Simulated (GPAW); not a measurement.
## ZnO in GPAW: convergence with plane-wave cutoff (eV)

Crystal: ZnO.

```
Zn O
1.0
     1.43323   -3.52708    0.00000
     1.43323    3.52708    0.00000
     0.00000    0.00000    2.83849
Zn O
1 1
Direct
  0.00000 0.00000 0.00000
  0.50000 0.50000 0.50000
```

The cell was built by a generator and needn't be a form met in nature.

```yaml
Program: GPAW 26.7.0
Task: convergence study
Functional: r2SCAN
Potentials_or_basis: GPAW PAW data sets (gpaw-data 1.2.1)
Cutoff: 300 eV
Basis: pw
k_mesh: 6 × 6 × 6
Occupations: fermi-dirac, width 0.05 eV
Spin: no spin polarisation
```

These are the settings of the first run; the series varies plane-wave cutoff (eV), with any setting tied to it.

Hardware: 1 thread of Arm Neoverse V1 (shared host).

Problem. The values tried are 300, 350, 400, 500, 600, 700, 800, 1000, 1200, loosest first. From which on does the energy stay within 1 meV/atom of the tightest run that finished?

Solution. From 800 on.

| plane-wave cutoff (eV) | energy less the tightest run, at zero smearing (meV/atom) | pressure (GPa) | gap on the mesh (eV) | SCF cycles | CPU time (s) | peak memory (GiB) |
| --- | --- | --- | --- | --- | --- | --- |
| 300 | 3608.30 | -105.63 | 0.000 | 11 | 22 | 0.21 |
| 350 | 1846.50 | -69.43 | 0.000 | 11 | 39 | 0.22 |
| 400 | 912.41 | -43.40 | 0.000 | 11 | 40 | 0.22 |
| 500 | 209.16 | -16.88 | 0.148 | 10 | 36 | 0.23 |
| 600 | 41.16 | -7.99 | 0.176 | 10 | 82 | 0.25 |
| 700 | 6.37 | -5.50 | 0.178 | 10 | 83 | 0.25 |
| 800 | 0.44 | -4.89 | 0.179 | 10 | 75 | 0.26 |
| 1000 | 0.43 | -4.89 | 0.180 | 10 | 140 | 0.29 |
| 1200 | 0.00 | -4.89 | 0.180 | 10 | 150 | 0.32 |

Against the tightest run, the pressure stays within 0.1 GPa from 800 on; the gap on the mesh stays within 0.01 eV from 600 on. The tightest run that finished is the yardstick and may itself not be fully converged.

Caveat, for the tightest run too: the k mesh is coarse; the PAW data sets were made with another functional, which shifts forces and pressure a little.
